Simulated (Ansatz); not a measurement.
# Energy, volume and coordination in Mg₅O

Level of theory: DFT PBE, scalar-relativistic, plane waves, PAW in Ansatz. All cells share a 420 eV cutoff and Γ-centred k meshes spaced at most about 0.3 Å⁻¹ (about 0.25 or finer for metals, 2π included). No spin polarisation.

Temperature and zero-point effects are left out. Rows are sorted by volume; energies count from the lowest form computed. Coordination counts Mg atoms around O (those within 1.25 times the shortest such distance or 1.15 times the sum of covalent radii). The table shows 5 of 11 forms computed.

```
row      form    source  atoms  coordination  V (Å³/atom)  gap on mesh (eV)  ΔE (meV/atom)
  1     P-3m1  invented     12           O 6         18.2                 0              0
  2  P6_3/mmc  invented     12           O 6         18.3                 0             44
  3     P-3m1  invented      6           O 6         18.3                 0             48
  4    P6/mmm  invented      6           O 2         31.2                 0              ?
  5    P6/mmm  invented      6           O 2         34.0                 0            651
```

The cell of row 4:

```cif
data_structure
_symmetry_space_group_name_H-M 'P6/mmm'
_symmetry_Int_Tables_number 191
_cell_length_a 5.6669
_cell_length_b 5.6669
_cell_length_c 6.7344
_cell_angle_alpha 90.000
_cell_angle_beta 90.000
_cell_angle_gamma 120.000
_cell_volume 187.29
loop_
_atom_site_label
_atom_site_type_symbol
_atom_site_symmetry_multiplicity
_atom_site_Wyckoff_symbol
_atom_site_fract_x
_atom_site_fract_y
_atom_site_fract_z
_atom_site_occupancy
Mg1 Mg 2 e 0.00000 0.00000 0.71301 1
Mg2 Mg 3 f 0.50000 0.00000 0.00000 1
O1 O 1 a 0.00000 0.00000 0.00000 1
```

Problem. How far above the lowest form does the open row lie?

Solution. 0.72 eV/atom, which puts it above row 5, the highest in the table. Counting Mg atoms around O, row 4 has O 2 and the lowest form (row 1) has O 6.

An observed structure of this formula, if there is one, may be missing.

Cells relaxed within their symmetry can be saddle points. Some structure types and database cells were kept out of the candidates from the start, so a known form may be missing.
